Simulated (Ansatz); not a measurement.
# InP: how the settings move a single-point run

Aim: see which settings change the result for InP, by how much, and at what cost.

The COD entry's cell or inner coordinates are ideal or old and differ from later refinements, so a difference from it is no clean test against experiment.

Computed with Ansatz 0.2.0 (reference: DFT, PBEsol, all-electron LAPW, scalar-relativistic; levels and slopes on a fine mesh, independent-particle optical spectra, unless a step's input says otherwise).

## 1. The system as given

The structure is cubic, space group F-43m (No. 216). Conventional cell: a = 5.878 Å, b = 5.878 Å, c = 5.878 Å, α = 90.00°, β = 90.00°, γ = 90.00°. Around In (site symmetry -43m) lie 4 P at 2.55 Å. Around P (site symmetry -43m) lie 4 In at 2.55 Å.

Coordinates:

```
CELL_PARAMETERS angstrom
0.00000 2.93924 2.93924
2.93924 0.00000 2.93924
2.93924 2.93924 0.00000
ATOMIC_POSITIONS crystal
In 0.00000 0.00000 0.00000
P 0.75000 0.75000 0.75000
```

## 2. The reference run

File input.yaml:

```yaml
crystal:
  lattice:
    - [0.0, 2.93923924913, 2.93923924913]
    - [2.93923924913, 0.0, 2.93923924913]
    - [2.93923924913, 2.93923924913, 0.0]
  atoms:
    - { symbol: In, position: [0.0, 0.0, 0.0] }
    - { symbol: P, position: [0.75, 0.75, 0.75] }
kpoints:
  mp_grid: { grid: [6, 6, 6] }
scf:
  occupations: { method: fixed }
hamiltonian:
  xc: pbesol
  pseudopotentials: { kind: all_electron, lapw: { basis_error: 0.001 } }
output:
  forces: true
  stress: true
  eigenvalues: true
  eigenstates:
    nscf_kmesh: { grid: [12, 12, 12] }
    de_dk: true
    e_range: [-9, 10.56888629933]
  optics:
    e_range: [0, 30]
    de: 0.2
    sigma: 0.1
    bands: { spectra_wanted_up_to: 30 }
    nscf_kmesh: { grid: [12, 12, 12] }
checkpoint:
  write: ck
  write_wavefunctions: false
```

Launch:

```bash
$ ansatz run input.yaml --threads 1 --pin off --max-ram 3072MiB --backend cpu --events-out ev --progress --plain --runs-dir out
```

## 3. Changed: occupations.method methfessel_paxton, occupations.width 0.15, mixing.algorithm msr1, mixing.beta 0.2

Edit input.yaml of step 2 so:

```diff
@@ -11,3 +11,4 @@
 scf:
-  occupations: { method: fixed }
+  occupations: { method: methfessel_paxton, width: 0.15 }
+  mixing: { algorithm: msr1, beta: 0.2 }
 hamiltonian:
```

What does the calculation give? Wanted: for each run, ending; energy change; pressure; gap; force.

**Answer**, as computed:

```
                                                                                                    run     ending       energy change  pressure (GPa)  gap (eV)  force (eV/Å)  cycles  time
                                                                                              reference  converged                   0             0.0      0.56          0.00       -  46 s
1: occupations.method methfessel_paxton, occupations.width 0.15, mixing.algorithm msr1, mixing.beta 0.2  converged  0.0 meV/atom (σ→0)             0.0      0.56          0.00       9  45 s
```

Residual by cycle in the longest SCF loop of each run; runs are numbered as in the table. The quantity is the density residual dr2, in eV.

```
cycle  reference    run 1
    1       1.12     1.12
    2     0.0646    0.396
    3     0.0137    0.023
    4     7.5e-4   3.0e-4
    5     1.0e-5   7.7e-6
    6     3.6e-7   6.0e-7
    7     4.3e-9   1.9e-8
    8    5.6e-11  4.5e-10
    9    1.1e-12  3.2e-12
```

**Reading.** Changing the smearing and mixing hardly moves the energy: 0.0 meV/atom.

These are semilocal Kohn-Sham gaps, which aren't the measured quantity. Such gaps usually fall short of the measured ones.
